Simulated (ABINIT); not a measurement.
## CuI (Marshite): relaxation of cell and atoms with PBE

Crystal: CuI (Marshite).

```xyz
2
Lattice="0.0000 3.0315 3.0315 3.0315 0.0000 3.0315 3.0315 3.0315 0.0000" Properties=species:S:1:pos:R:3 pbc="T T T"
I     0.0000    0.0000    0.0000
Cu    4.5473    4.5473    4.5473
```

```yaml
Program: ABINIT 10.8.3 (patched build)
Task: relaxation of cell and atoms
Functional: PBE
Potentials_or_basis: Ansatz NC PBE
Cutoff: 1252 eV
k_mesh: 6 × 6 × 6
Occupations: fermi-dirac, width 0.05 eV
Spin: no spin polarisation
Cell_freedom_optcell: 2
Optimiser_ionmov: 2
Cutoff_smearing_ecutsm_Ha: 0.5
Force_stop_Ha/bohr: 2e-05
```

- Relaxed volume: 28.09 Å³/atom
- Relaxed cell: a = 4.299 Å, b = 4.299 Å, c = 4.299 Å, α = 60.00°, β = 60.00°, γ = 60.00°
- Space group after relaxing (to 0.05 Å): F-43m (No. 216)
- Energy gained by relaxing: 0.2 meV/atom
- Ionic steps: 3
- Pressure after relaxing: 0.0 GPa
- Band gap on the k mesh: 1.12 eV, direct

The path:
| step | energy change (eV) | largest force (eV/Å) | pressure (GPa) | volume (Å³) |
| --- | --- | --- | --- | --- |
| 1 | 0.0000 | 0.0000 | 0.34 | 55.72 |
| 2 | -0.0001 | 0.0000 | 0.29 | 55.78 |
| 3 | -0.0005 | 0.0000 | 0.00 | 56.18 |

Final structure:
```xyz
2
Lattice="0.0000 3.0399 3.0399 3.0399 0.0000 3.0399 3.0399 3.0399 0.0000" Properties=species:S:1:pos:R:3 pbc="T T T"
I     0.0000    0.0000    0.0000
Cu    4.5598    4.5598    4.5598
```

It took 6.9 min on 1 thread of Intel(R) Xeon(R) Platinum 8488C (Sapphire Rapids), on a shared host, peak memory 0.13 GiB.

Caveat: spin-orbit coupling is left out, which moves the levels of the heavy elements. Zero-point motion and thermal expansion aren't in these numbers.
